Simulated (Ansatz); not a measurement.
Given:

Relaxed Li₃N (Li3N type, space group P6/mmm):

```
Li3N
1.0
    3.60977     0.00000     0.00000
   -1.80489     3.12615     0.00000
    0.00000     0.00000     3.85578
Li N
3 1
Cartesian
  0.00000   0.00000   1.92789
  0.00000   2.08410   0.00000
  1.80489   1.04205   0.00000
  0.00000   0.00000   0.00000
```

The atoms are displaced by Q × the pattern below (from a DFPT mode at Γ, largest move 1; Q in Å), at fixed cell.

```json
[
 {"atom": "Li1", "x": "0.000", "y": "0.000", "z": "-1.000"},
 {"atom": "Li2", "x": "0.000", "y": "0.000", "z": "0.027"},
 {"atom": "Li3", "x": "0.000", "y": "0.000", "z": "0.027"},
 {"atom": "N4", "x": "0.000", "y": "0.000", "z": "0.468"}
]
```

These are r2SCAN (plane waves to 500 eV, PAW, scalar-relativistic; Ansatz, a program for electronic structure) values and carry that method's errors. k mesh 11×11×9 (Γ-centred), Fermi-Dirac smearing 0.05 eV. Energies are smeared free energies. Li3N was relaxed with its symmetry unable to fall. The zero of ΔE is the undisplaced structure.

The scan covers Q from -0.100 to 0.100 Å in 13 points.

Which space group does the distorted structure have?

P6mm (No. 183), lowered from P6/mmm.

Is the energy the same for equal positive and negative displacements?

Even: the same for both signs.

What is the energy change at Q = 0.100 Å?

89.2 meV/cell.

What harmonic wavenumber does the curvature at Q = 0 give?

682 cm⁻¹.

(For displaced atoms, the force is minus the slope of the energy, and its curvature is a force constant, which sets phonon frequencies.)
